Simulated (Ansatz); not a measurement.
# Zr, simple cubic: how the functional moves the structure

All rows: Ansatz, plane waves with scalar-relativistic PAW, 420 eV (500 eV for the SCAN forms), relaxed under each functional, no dispersion correction, no zero-point motion. B₀ comes from uniform scaling at fixed shape; a dash is a value not given.

| functional | V (Å³/atom) | cell | B₀ (GPa) | magnetic state | ΔE to hcp (meV/atom) |
| --- | --- | --- | --- | --- | --- |
| PBE | 24.73 | a = 2.913 Å | 69 | spin not included | 878 |
| r²SCAN | 24.51 | a = 2.905 Å | 63 | spin not included | 958 |
| PBEsol | 23.50 | a = 2.864 Å | 71 | spin not included | 875 |
| LDA | 22.71 | a = 2.832 Å | 78 | spin not included | 837 |
| revPBE | 25.25 | a = 2.934 Å | 62 | spin not included | 885 |
| RPBE | 25.46 | a = 2.942 Å | 61 | spin not included | 888 |
| BLYP | 26.00 | a = 2.963 Å | 60 | spin not included | 740 |

LDA gives the smallest volume and BLYP the largest.
